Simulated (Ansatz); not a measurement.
**How much does P in Mo(100), 2x2 scatter?**

Wanted: the reflection from a plane of defects, P in Mo(100), 2x2, and the resistivity it implies.

Method: Ansatz plane-wave DFT, PBE, PAW files; ballistic transport by layer matching (Landauer), zero bias; PAW set soft_1, in Ansatz 0.2.0.

## Step 1: Set-up

The cell holds 72 atoms: 71 Mo and 1 P. Cell: a = 6.294 Å, b = 6.294 Å, c = 28.323 Å, α = 90.0°, β = 90.0°, γ = 90.0°. It derives from Mo. Regions: lead, 40 atoms (40 Mo); scattering region, 32 atoms (31 Mo and 1 P). The structure is stacked along c, and the current runs across the ab planes.

## Step 2: Transmission at ideal sites

The defect sits in one plane of the supercell, all atoms on ideal sites; the layers about the cell's end are the lead. The mesh across the current, 8×8, is finer than the density's, because channels open and close sharply across the zone. Energies from -0.1 to 0.1 eV in steps of 0.05 eV are too few for the program's thermal sum, so it prints no conductance; for a metal the transmission near the Fermi level serves, at a fraction of the cost.

The input, input.yaml:

```yaml
crystal:
  lattice:
    - [6.294, 0.0, 0.0]
    - [0.0, 6.294, 0.0]
    - [0.0, 0.0, 28.323]
  atoms:
    - { symbol: Mo, position: [0.0, 0.0, 0.0277777778] }
    - { symbol: Mo, position: [0.0, 0.5, 0.0277777778] }
    - { symbol: Mo, position: [0.5, 0.0, 0.0277777778] }
    - { symbol: Mo, position: [0.5, 0.5, 0.0277777778] }
    - { symbol: Mo, position: [0.25, 0.25, 0.0833333333] }
    - { symbol: Mo, position: [0.25, 0.75, 0.0833333333] }
    - { symbol: Mo, position: [0.75, 0.25, 0.0833333333] }
    - { symbol: Mo, position: [0.75, 0.75, 0.0833333333] }
    - { symbol: Mo, position: [0.0, 0.0, 0.1388888889] }
    - { symbol: Mo, position: [0.0, 0.5, 0.1388888889] }
    - { symbol: Mo, position: [0.5, 0.0, 0.1388888889] }
    - { symbol: Mo, position: [0.5, 0.5, 0.1388888889] }
    - { symbol: Mo, position: [0.25, 0.25, 0.1944444444] }
    - { symbol: Mo, position: [0.25, 0.75, 0.1944444444] }
    - { symbol: Mo, position: [0.75, 0.25, 0.1944444444] }
    - { symbol: Mo, position: [0.75, 0.75, 0.1944444444] }
    - { symbol: Mo, position: [0.0, 0.0, 0.25] }
    - { symbol: Mo, position: [0.0, 0.5, 0.25] }
    - { symbol: Mo, position: [0.5, 0.0, 0.25] }
    - { symbol: Mo, position: [0.5, 0.5, 0.25] }
    - { symbol: Mo, position: [0.25, 0.25, 0.3055555556] }
    - { symbol: Mo, position: [0.25, 0.75, 0.3055555556] }
    - { symbol: Mo, position: [0.75, 0.25, 0.3055555556] }
    - { symbol: Mo, position: [0.75, 0.75, 0.3055555556] }
    - { symbol: Mo, position: [0.0, 0.0, 0.3611111111] }
    - { symbol: Mo, position: [0.0, 0.5, 0.3611111111] }
    - { symbol: Mo, position: [0.5, 0.0, 0.3611111111] }
    - { symbol: Mo, position: [0.5, 0.5, 0.3611111111] }
    - { symbol: Mo, position: [0.25, 0.25, 0.4166666667] }
    - { symbol: Mo, position: [0.25, 0.75, 0.4166666667] }
    - { symbol: Mo, position: [0.75, 0.25, 0.4166666667] }
    - { symbol: Mo, position: [0.75, 0.75, 0.4166666667] }
    - { symbol: Mo, position: [0.0, 0.0, 0.4722222222] }
    - { symbol: Mo, position: [0.0, 0.5, 0.4722222222] }
    - { symbol: Mo, position: [0.5, 0.0, 0.4722222222] }
    - { symbol: Mo, position: [0.5, 0.5, 0.4722222222] }
    - { symbol: P, position: [0.25, 0.25, 0.5277777778] }
    - { symbol: Mo, position: [0.25, 0.75, 0.5277777778] }
    - { symbol: Mo, position: [0.75, 0.25, 0.5277777778] }
    - { symbol: Mo, position: [0.75, 0.75, 0.5277777778] }
    - { symbol: Mo, position: [0.0, 0.0, 0.5833333333] }
    - { symbol: Mo, position: [0.0, 0.5, 0.5833333333] }
    - { symbol: Mo, position: [0.5, 0.0, 0.5833333333] }
    - { symbol: Mo, position: [0.5, 0.5, 0.5833333333] }
    - { symbol: Mo, position: [0.25, 0.25, 0.6388888889] }
    - { symbol: Mo, position: [0.25, 0.75, 0.6388888889] }
    - { symbol: Mo, position: [0.75, 0.25, 0.6388888889] }
    - { symbol: Mo, position: [0.75, 0.75, 0.6388888889] }
    - { symbol: Mo, position: [0.0, 0.0, 0.6944444444] }
    - { symbol: Mo, position: [0.0, 0.5, 0.6944444444] }
    - { symbol: Mo, position: [0.5, 0.0, 0.6944444444] }
    - { symbol: Mo, position: [0.5, 0.5, 0.6944444444] }
    - { symbol: Mo, position: [0.25, 0.25, 0.75] }
    - { symbol: Mo, position: [0.25, 0.75, 0.75] }
    - { symbol: Mo, position: [0.75, 0.25, 0.75] }
    - { symbol: Mo, position: [0.75, 0.75, 0.75] }
    - { symbol: Mo, position: [0.0, 0.0, 0.8055555556] }
    - { symbol: Mo, position: [0.0, 0.5, 0.8055555556] }
    - { symbol: Mo, position: [0.5, 0.0, 0.8055555556] }
    - { symbol: Mo, position: [0.5, 0.5, 0.8055555556] }
    - { symbol: Mo, position: [0.25, 0.25, 0.8611111111] }
    - { symbol: Mo, position: [0.25, 0.75, 0.8611111111] }
    - { symbol: Mo, position: [0.75, 0.25, 0.8611111111] }
    - { symbol: Mo, position: [0.75, 0.75, 0.8611111111] }
    - { symbol: Mo, position: [0.0, 0.0, 0.9166666667] }
    - { symbol: Mo, position: [0.0, 0.5, 0.9166666667] }
    - { symbol: Mo, position: [0.5, 0.0, 0.9166666667] }
    - { symbol: Mo, position: [0.5, 0.5, 0.9166666667] }
    - { symbol: Mo, position: [0.25, 0.25, 0.9722222222] }
    - { symbol: Mo, position: [0.25, 0.75, 0.9722222222] }
    - { symbol: Mo, position: [0.75, 0.25, 0.9722222222] }
    - { symbol: Mo, position: [0.75, 0.75, 0.9722222222] }
kpoints:
  mp_grid: { grid: [4, 4, 1] }
hamiltonian:
  xc: pbe
  pseudopotentials: { kind: paw, azcp: { folder: soft_1 } }
scf:
  occupations: { method: fermi_dirac, width: 0.1 }
output:
  transmission: { leads: [[0, 4]], kmesh: [8, 8], e_range: [-0.1, 0.1], de: 0.05 }
  write_potential: true
  write_density: true
  volumetric_format: npy
  elf: true
```

Started as:

```
$ ansatz run input.yaml --threads 4 --pin off --max-ram 15360MiB --backend cpu --events-out ev --progress --plain --runs-dir out
```

Numbers of over 12 decimals in the logs are rounded to 6 here.

What it wrote:

```text
Engine: ansatz 0.2.0, aarch64-unknown-linux-gnu
Pseudopotentials: kind: paw
Pseudopotential: Mo, paw, valence charge 14, recommended cutoff 420 eV (normal), soft_1/Mo.paw.azcp
Pseudopotential: P, paw, valence charge 5, recommended cutoff 420 eV (normal), soft_1/P.paw.azcp
Functional definition: PBE
  parameter kappa = 0.804
  parameter beta = 0.066725
  exchange = pbe_x(kappa = kappa, mu = beta*pi^2/3)
  correlation = pbe_c(beta = beta)
Crystal: 72 atoms, lattice volume = 1122.000 Å³
Basis set: ecut = 420 eV, 21955 PW (Γ)
Bands: 600, of which v1, the nominal top of the filled ones, is band 500 counted from 1 (499 counted from 0)
Symmetry: 16 space group operations
Space group: P4/mmm (ITA 123), of the structure as read, at distance tolerance 1.0e-4 Å
k-points: 6 of 16
Non-local potential: Mo, projectors of the file, l = 0: 3, l = 1: 2, l = 2: 2, l = 3: 1
Non-local potential: P, projectors of the file, l = 0: 2, l = 1: 2, l = 2: 1
PAW form: soft (Blöchl's): semilocal exchange-correlation on the pseudo side does not see the compensation charge
PAW one-centre angular grid: Mo, 590 points (default); XC on 64 Gauss nodes
PAW one-centre angular grid: P, 110 points (default); XC on 64 Gauss nodes
Initial density: superposition of atomic densities (chi_scale 0.1, normalization cell, long waves kept (reshape's long-wave potential 0.05 eV rms))
Initial wavefunctions: pseudopotential atomic-orbital guess
Functional: x = pbe(κ = 0.804, μ = 0.219515), c = pbe(β = 0.066725)
SCF iter   1: F=—  HF=-352680.079366 eV  |F-HF|=—  |Δ(HF+E_count)|=         —  Δρ=1.05e-1  dr2=1.46e2  ethr=3.10e-3  ⟨swp⟩=4.7  Hψ=13569  notcnv=0
preconditioner: auto → Kerker (q_TF=auto, 2.676 Å⁻¹)  [metal: Δε(μ)=0.029 eV  Ē_g=4.707 eV  σ=0.100 eV  W_gap=0.07  n_scr=372 (ndim 8)  ℏωp=23.0 eV  f_vac=0.000  D(μ)=42.67/eV (n_scr^D=346)]
SCF iter   2: F=—  HF=-352647.488224 eV  |F-HF|=—  |Δ(HF+E_count)|=    3.26e1  Δρ=5.87e-2  dr2=4.61e1  ethr=3.10e-3  ⟨swp⟩=2.0  Hψ=7153  notcnv=0
SCF iter   3: F=—  HF=-352635.954568 eV  |F-HF|=—  |Δ(HF+E_count)|=    1.15e1  Δρ=7.81e-3  dr2=4.44e-1  ethr=3.10e-3  ⟨swp⟩=2.7  Hψ=6696  notcnv=0
SCF iter   4: F=—  HF=-352636.002608 eV  |F-HF|=—  |Δ(HF+E_count)|=   4.80e-2  Δρ=1.16e-3  dr2=8.69e-2  ethr=4.44e-5  ⟨swp⟩=2.0  Hψ=6000  notcnv=0
SCF iter   5: F=—  HF=-352636.001554 eV  |F-HF|=—  |Δ(HF+E_count)|=   1.05e-3  Δρ=3.41e-4  dr2=1.32e-2  ethr=8.69e-6  ⟨swp⟩=1.0  Hψ=3600  notcnv=0
SCF iter   6: F=—  HF=-352636.001430 eV  |F-HF|=—  |Δ(HF+E_count)|=   1.24e-4  Δρ=5.32e-5  dr2=6.61e-4  ethr=1.32e-6  ⟨swp⟩=1.5  Hψ=3844  notcnv=0
SCF iter   7: F=—  HF=-352636.001414 eV  |F-HF|=—  |Δ(HF+E_count)|=   1.64e-5  Δρ=1.76e-5  dr2=4.43e-5  ethr=6.62e-8  ⟨swp⟩=2.0  Hψ=4058  notcnv=0
SCF iter   8: F=—  HF=-352636.001959 eV  |F-HF|=—  |Δ(HF+E_count)|=   5.45e-4  Δρ=4.19e-6  dr2=2.09e-6  ethr=4.43e-9  ⟨swp⟩=1.3  Hψ=3616  notcnv=0
SCF iter   9: F=-352636.001959 eV  HF=-352636.001959 eV  |F-HF|=5.94e-8  |Δ(HF+E_count)|=   1.40e-9  Δρ=7.34e-7  dr2=6.21e-8  ethr=1.00e-11  ⟨swp⟩=6.5  Hψ=10038  notcnv=0
SCF 1 converged in 9 iterations: F = -352636.001959 eV  dr2 = 6.21e-8
  greatest PAW one-centre occupation: 0.999 electrons in one spin orbital (limit 2), on the Mo atom at site 45 (counted from 0), in its partial waves of l = 0
transmission: 86 of 840 steps passed
transmission: 168 of 840 steps passed
[...]
transmission: 840 of 840 steps passed
SCF converged after 9 iterations
Free energy (F): -352636.001959 eV
Harris-Foulkes:  -352636.001959 eV  (|F-HF|=5.94e-8)
Internal energy: -352634.360353 eV  (E = F + TS)
E sigma→0 (E₀):  -352635.181156 eV
Entropy (-TS):   -1.641606 eV (-22.800 meV/atom)
Fermi energy:    20.968679 eV
--- Per-component energies (eV) ---
  E_band       = -3920.940994
  E_kinetic    = 30064.529820
  E_local      = -55950.285985  (includes V_loc(G=0)·N_el)
  E_nonlocal   = 10545.029962
  E_hartree    = 19224.902740
  E_xc         = -12599.220782
  E_vxc        = -15679.558870  (∫ρ·V_xc dr)
  E_paw        = -228596.588630  (= ΣΔE_a)
  E_vpaw       = -11350.470895  (= ΣTr[D̂ρ^β])
  E_aug_tail   = 0.003331  (compensation charges beyond the density's cutoff)
  E_ewald      = -115322.730810
  E_smearing   = -1.641606  (= −TS)
  E_closure    = 0.000000  (closes the sum)
  Σ components = -352636.001959   (vs F -352636.001959, Δ=0.00e0)
--- Band table (eV; the first three rows and the last of 6) ---
  k-point 0: bands = [... 496 lower, 20.8136, 20.8136, 20.8239, 20.8354, 20.8533, 21.1332, 21.2072, 21.2072, ... 96 higher]
  k-point 1: bands = [... 496 lower, 20.9052, 20.9552, 20.9829, 20.9850, 20.9869, 20.9993, 21.0202, 21.0591, ... 96 higher]
  k-point 2: bands = [... 496 lower, 20.8706, 20.8957, 21.0198, 21.0203, 21.1008, 21.1275, 21.1500, 21.1695, ... 96 higher]
  k-point 5: bands = [... 496 lower, 20.2436, 20.4406, 20.5760, 20.5760, 21.1901, 21.2778, 21.2778, 21.4989, ... 96 higher]
--- Transmission ---
  basis      : 349 plane waves across, 56 finite elements along
  points     : 15, standing for a mesh of 8 x 8
  energies   : 5 from -0.100000 to 0.100000 eV about the Fermi level, 0.050000 eV apart; the leads are filled to 0.000000 eV, and channels, transmission and decay are at 0.000000 eV
  crystal 0  : Mo4, at the sites [0, 4], period 1.5735 Å, over 26.75 Å; its Hamiltonian steps by up to 5.5 meV
    offset         : up to 0.0000 Å between an atom of the period and one for which it stands
    channels       : 6.593750e0 a spin
    conductance    : none, the energies end too early or step too widely for 300 K: set another output.transmission.e_range or a lower de, or, where they end at an eighth of basis.ecutwfc, a higher one
    slowest decay  : 0.0429 /Å at (0.5000, 0.3750)
  junction   : crystal 0 to crystal 0, 0.88 to 27.63 Å
    transmission   : 4.487722e0 a spin
    conductance    : none, the energies end too early or step too widely for 300 K: set another output.transmission.e_range or a lower de, or, where they end at an eighth of basis.ecutwfc, a higher one
```

Wall time 7.6 min (4 threads of Arm Neoverse V1, shared host); peak memory 10 GiB.

In the SCF lines HF is the Harris–Foulkes energy and dr2 the Hartree energy of the density residual, in eV; the loop may stop once dr2 is under the threshold and the program's other checks hold. Hψ counts applications of the Hamiltonian.

This run has no spin polarisation although its electron count is odd.

This step gave:

| Item | Value |
| --- | --- |
| free energy | -352636.0020 eV |
| energy at zero smearing | -352635.1812 eV |
| Fermi energy | 20.97 eV |
| cell area | 39.61 Å² |
| transmission per spin nearest the Fermi level | 4.488 |
| open channels per spin nearest the Fermi level | 6.594 |
| step of the lead's potential | 5.5 meV |

Per spin. The transmission, zone mean by energy, zero at the Fermi level:

| energy (eV) | transmission, zone mean |
| --- | --- |
| -0.1000 | 4.38 |
| -0.0500 | 4.46 |
| 0.0000 | 4.49 |
| 0.0500 | 4.44 |
| 0.1000 | 4.47 |

Per spin. The open channels, zone mean, lead by energy, zero at the Fermi level:

| energy (eV) | open channels, zone mean, lead |
| --- | --- |
| -0.1000 | 6.53 |
| -0.0500 | 6.66 |
| 0.0000 | 6.59 |
| 0.0500 | 6.78 |
| 0.1000 | 6.84 |

Transmission over k1 and k2. At 0.0000 eV from the Fermi level.

Ten even steps from '0' (0.0) to '9' (10.2):
```
00134310
11279721
23799973
24999994
23799973
11279721
00134310
00122210
```
Columns: k1 (b1) from -0.5 to 0.375; rows upwards: k2 (b2) from -0.5 to 0.375.

Open channels over k1 and k2. At 0.0000 eV from the Fermi level.

Ten even steps from '_' (0.0) to '@' (15.0):
```
____..--==--..__
....--%%@@%%--..
::--%%@@@@@@%%--
::==@@@@@@@@@@==
::--%%@@@@@@%%--
....--%%@@%%--..
____..--==--..__
____..::::::..__
```
Columns: k1 (b1) from -0.5 to 0.375; rows upwards: k2 (b2) from -0.5 to 0.375.

ELF in the ca plane at fractional y = 0.250, with atoms of Mo and P within 0.2 Å of it. It is the smooth field of the valence electrons, not physical close to the nuclei.

Ten even steps from '0' (0.01) to '9' (0.73), each cell a mean:
```
45555532355555432455554212355554324555554234
34565333334654333335653333346643333356533333
73453488853543688734534888535536887435337886
83342696862433887942425968723328879524249788
83342696962433887942425978723328879524249788
63453488853543688734534888535536887435437886
34565333334654333335653333346643333356533333
45555532355555433455554212355555324555554334
56555654565556544565444444444566445654565445
35555422245555322345446788754553222455543223
43564366644653466533468999975434665346435664
83342598962443898942479624985227989435348898
93342695872433876941379301895128768524249678
83342598962443798832479724985227989435348897
43564366634653466534468999975434665346435664
35555422245555322355446788654553223455543223
56555654565556544565444444444566445654565445
```
Columns run along c (16.0 Å, from fractional 0.22 to 0.78 of the cell), rows up along a (6.3 Å). Atoms in or near the plane, at fractional coordinates: Mo at (0.31, 0.25), Mo at (0.31, 0.75), Mo at (0.42, 0.25), Mo at (0.42, 0.75), P at (0.53, 0.25), Mo at (0.53, 0.75), Mo at (0.64, 0.25), Mo at (0.64, 0.75), Mo at (0.75, 0.25), Mo at (0.75, 0.75).

Valence density in the ca plane at fractional y = 0.250, with atoms of Mo and P within 0.2 Å of it. It is the smooth field of the valence electrons, not physical close to the nuclei.

Ten even steps from '0' (0.1 e/Å³) to '9' (7.0 e/Å³), each cell a mean:
```
00000000000000000000000000000000000000000000
00000001000000011000000010000000110000000110
20000145410000255300001354100001453000003552
51000279730000499610002698300003896100016984
51000279720000489510002698300003896100016984
20000145410000245200001354100001453000003542
00000001000000011000000010000000010000000110
00000000000000000000000000000000000000000000
00000000000000000000000000000000000000000000
00000000000000000000000000000000000000000000
10000023200000122100000000000001221000001221
30000168620000378410000000000003785100014873
51000289830000599610000000000004997200016994
30000168620000377410000000000002785100014773
10000022200000122100000000000000221000001221
00000000000000000000000000000000000000000000
00000000000000000000000000000000000000000000
```
Columns run along c (16.0 Å, from fractional 0.22 to 0.78 of the cell), rows up along a (6.3 Å). Atoms in or near the plane, at fractional coordinates: Mo at (0.31, 0.25), Mo at (0.31, 0.75), Mo at (0.42, 0.25), Mo at (0.42, 0.75), P at (0.53, 0.25), Mo at (0.53, 0.75), Mo at (0.64, 0.25), Mo at (0.64, 0.75), Mo at (0.75, 0.25), Mo at (0.75, 0.75).

Electrostatic potential energy in the ca plane at fractional y = 0.250, with atoms of Mo and P within 0.2 Å of it. With pseudopotentials it is smooth inside the atoms' cores, unlike the true potential.

Ten even steps from '0' (-55 eV) to '9' (22 eV), each cell a mean:
```
99999999999999999999999999999999999999999999
89999976799999877899999767899998778999998778
58999732369998522489997423699996324799974225
27998510048997300269995100489983001699962003
27998510148997300269995100489983001699962003
58999732369998532489997423699996324799984235
89999977799999877899999877899998778999998778
99999999999999999999999999999999999999999999
99999999999999999999999999999999999999999999
99999998999999988999999999999999889999999889
79999854589999754689999766899997546899986457
37999620158998410379997433699984102699973014
27998400048997200169997333599973001599961003
37999620258998411379997433699984102699973114
79999854589999754689999767899997546899986457
99999998999999988999999999999999889999999889
99999999999999999999999999999999999999999999
```
Columns run along c (16.0 Å, from fractional 0.22 to 0.78 of the cell; values clipped at the 3rd and 97th percentile), rows up along a (6.3 Å). Atoms in or near the plane, at fractional coordinates: Mo at (0.31, 0.25), Mo at (0.31, 0.75), Mo at (0.42, 0.25), Mo at (0.42, 0.75), P at (0.53, 0.25), Mo at (0.53, 0.75), Mo at (0.64, 0.25), Mo at (0.64, 0.75), Mo at (0.75, 0.25), Mo at (0.75, 0.75).

Over the solved energies the transmission per spin lies between 4.38 and 4.49, out of 6.68 channels of the lead on average (up to 6.84).

## Step 3: Resistance at ideal sites

This step: Ansatz plane-wave DFT, PBE, PAW files; ballistic transport by layer matching (Landauer), zero bias; area resistance of the defect plane and resistivity an atomic per cent; PAW set soft_1 (Ansatz 0.2.0).

This step gave:

| Property | Result |
| --- | --- |
| area resistance | 0.3797 fΩ m² |
| T over the leads' mean channel count | 0.6685 |
| resistivity per at.% scaled from this dense plane, with the factor 3/4 for isotropic scattering | 7.238 µΩ cm |

Averaged over the energies near the Fermi level, 66.9 % of the channels pass, which makes 0.380 fΩ m².

By hand, with T and the leads' channels N averaged over the energies near the Fermi level: RA = A (h/2e²)(1/T − 1/N) = 39.61×10⁻²⁰ m² × 12 906 Ω × (1/4.464 − 1/6.677) = 0.380 fΩ m². Per atomic per cent: RA × A / V_atom × 0.01 × 3/4 = 7.24 µΩ cm, with the host's V_atom = 15.58 Å³.

## Step 4: Summary of results

```
share of channels that pass, rigid                              : 0.669
area resistance, rigid                                          : 0.380 fΩ m²
resistivity per at.% from the area resistance, times 3/4, rigid : 7.24 µΩ cm
```

**Reading.** The plane of defects adds 0.38 fΩ m². Scaled to one atomic per cent that is 9.7 µΩ cm as it stands and 7.2 with the factor 3/4 for isotropic scattering on a spherical Fermi surface; with the reflection in place of the resistance taken as linear in the density it would be 4.8. These are rough estimates of the dilute value, not bounds. One P in each 2x2 cell reflects 33 % of the lead's channels. The defects form a dense periodic sheet that scatters coherently, unlike a dilute random alloy. T and N are means over the solved energies nearest the Fermi level.

[Logs are printed without paths, hosts, clocks, repeated set-up lines and the standing remarks that a program may print on its own settings, such as how far it seeks lower states.]

[Hosts, paths, dates, database ids (printed as entryN), source tags and the programs' standing remarks are cut or masked in the printed files.]
